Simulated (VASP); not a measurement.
Write the native input for VASP 6.6.1 that does the following.

| Item | Value |
| --- | --- |
| Task | relaxation of cell and atoms |
| Functional | LDA |
| Potentials or basis | VASP PAW LDA potentials, release 64 (Sc_sv, Al) |
| Cutoff | 600 eV |
| k mesh | 8 × 8 × 8 |
| Occupations | fermi-dirac, width 0.05 eV |
| Spin | no spin polarisation |
| Further INCAR settings | ALGO = Normal; EDIFF = 1e-07; IBRION = 2; EDIFFG = -0.02; NSW = 60; ISIF = 3 |

The structure of ScAl lies in POSCAR:

```
ScAl
1.0
    3.3703489700      0.0000000000      0.0000000000
    0.0000000000      3.3703489700      0.0000000000
    0.0000000000      0.0000000000      3.3703489700
Sc Al
1 1
Direct
    0.5000000000      0.5000000000      0.5000000000
    0.0000000000      0.0000000000      0.0000000000
```

The cell comes from a database or a generator and needn't be the stable form of this composition.

The input as run:

INCAR

```
SYSTEM = ScAl
PREC = Accurate
ENCUT = 600
EDIFF = 1E-7
ISMEAR = -1
SIGMA = 0.05
LREAL = .FALSE.
LASPH = .TRUE.
NELM = 60
ALGO = Normal
ISIF = 3
LWAVE = .FALSE.
LCHARG = .FALSE.
GGA = CA
IBRION = 2
NSW = 60
EDIFFG = -0.02
```

KPOINTS

```
regular mesh
0
G
  8 8 8
  0 0 0
```

Potentials or basis: VASP PAW LDA potentials, release 64 (Sc_sv, Al).

Run with:

```bash
$ cat potpaw_LDA.64/Sc_sv/POTCAR potpaw_LDA.64/Al/POTCAR > POTCAR
$ mpirun -np 1 vasp_std > vasp.out
```

Results of the run:

```yaml
Relaxed_volume: 18.14 Å³/atom
Relaxed_cell: a = 3.311 Å, b = 3.311 Å, c = 3.311 Å, α = 90.00°, β = 90.00°, γ = 90.00°
Space_group_after_relaxing_to_0.05_Å: Pm-3m (No. 221)
Energy_gained_by_relaxing: 13.7 meV/atom
Ionic_steps: 3
Pressure_after_relaxing: 0.0 GPa
Band_gap_on_the_k_mesh: none (metal or under the smearing width)
```

It took 30 s on 1 thread of Intel(R) Xeon(R) Platinum 8488C (Sapphire Rapids), with other jobs on the host, peak memory 0.16 GiB.
